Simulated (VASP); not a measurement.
Input of a VASP 6.6.1 run:

File INCAR:

```
SYSTEM = TiTe2
  ALGO = Normal
  EDIFF = 1E-6
  EDIFFG = -0.01
  ENCUT = 600
  GGA = PE
  IBRION = 2
  ISIF = 3
  ISMEAR = 1
  IVDW = 12
  LASPH = .True.
  LCHARG = .False.
  LREAL = .False.
  LWAVE = .False.
  NELM = 80
  NSW = 90
  PREC = Accurate
  SIGMA = 0.1
```

Contents of KPOINTS:

```
k-points
0
Gamma
  12 12 6
  0 0 0
```

File POSCAR:

```
TiTe2
1.0
    3.7770000000      0.0000000000      0.0000000000
   -1.8885000000      3.2709779501      0.0000000000
    0.0000000000      0.0000000000      6.4980000000
Ti Te
1 2
Direct
    0.0000000000      0.0000000000      0.0000000000
    0.6666666667      0.3333333333      0.2628000000
    0.3333333333      0.6666666667      0.7372000000
```

Potentials or basis: VASP PAW PBE potentials, release 64 (Ti_sv, Te).

Command:

```sh
$ cat potpaw_PBE.64/Ti_sv/POTCAR potpaw_PBE.64/Te/POTCAR > POTCAR
$ mpirun -np 1 vasp_std > vasp.out
```

**Question.** Predict the band gap on the k mesh.

**Answer.** None (metal or under the smearing width).

**Question.** Estimate the relaxed cell.

**Answer.** a = 3.698 Å, b = 3.698 Å, c = 6.367 Å, α = 90.00°, β = 90.00°, γ = 120.00°.

Forces in eV/Å, atoms in the order of the input:
```
Ti   0.000  0.000  0.000
Te   0.000  0.000 -0.005
Te   0.000  0.000  0.005
```

The run has no spin-orbit coupling, so splittings on Te are missing.
